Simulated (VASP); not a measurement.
Here is a VASP 6.6.1 calculation.

The input INCAR:

```
SYSTEM = Cs2AgBiBr6
PREC     = Accurate       ! precision mode
ENCUT    = 600            ! plane-wave cutoff, eV
EDIFF    = 1E-6           ! SCF threshold, eV
ISMEAR   = 0              ! smearing method
SIGMA    = 0.03           ! smearing width, eV
LREAL    = .False.        ! projectors in reciprocal space
LASPH    = .True.         ! aspherical terms in the spheres
NELM     = 80             ! most SCF steps
ALGO     = Normal         ! electronic algorithm
ISIF     = 3              ! what is computed and relaxed
LWAVE    = .False.        ! write WAVECAR
LCHARG   = .False.        ! write CHGCAR
METAGGA  = R2SCAN         ! meta-GGA
LMIXTAU  = .True.       
IBRION   = 2              ! ionic algorithm
NSW      = 90             ! ionic steps
EDIFFG   = -0.01          ! ionic threshold
KPAR     = 4
```

KPOINTS

```
regular mesh
0
Gamma
  6 6 6
  0 0 0
```

Contents of POSCAR:

```
Cs2AgBiBr6
1.0
   -3.9397000000      3.9397000000      5.6618000000
    3.9397000000     -3.9397000000      5.6618000000
    3.9397000000      3.9397000000     -5.6618000000
Cs Bi Ag Br
2 1 1 6
Direct
    0.2500000000      0.7500000000      0.5000000000
    0.7500000000      0.2500000000      0.5000000000
    0.0000000000      0.0000000000      0.0000000000
    0.5000000000      0.5000000000      0.0000000000
    0.7794100000      0.2797600000      0.0591700000
    0.2205900000      0.7202400000      0.9408300000
    0.2797600000      0.2205900000      0.5003500000
    0.7202400000      0.7794100000      0.4996500000
    0.2495900000      0.2495900000      0.0000000000
    0.7504100000      0.7504100000      0.0000000000
```

Potentials or basis: VASP PAW PBE potentials, release 64 (Cs_sv, Bi_d, Ag, Br).

Command:

```bash
$ cat potpaw_PBE.64/Cs_sv/POTCAR potpaw_PBE.64/Bi_d/POTCAR potpaw_PBE.64/Ag/POTCAR potpaw_PBE.64/Br/POTCAR > POTCAR
$ mpirun -np 4 vasp_std > vasp.out
```

(1) Predict the relaxed cell.

(2) What does it give for the space group after relaxing (to 0.05 Å)?

(3) Estimate the relaxed volume.

Results:

(1) a = 8.031 Å, b = 8.031 Å, c = 8.031 Å, α = 120.47°, β = 120.47°, γ = 89.18°.

(2) I4/m (No. 87).

(3) 36.36 Å³/atom.

Caveat: the PAW data sets were made with another functional, which shifts forces and pressure a little.
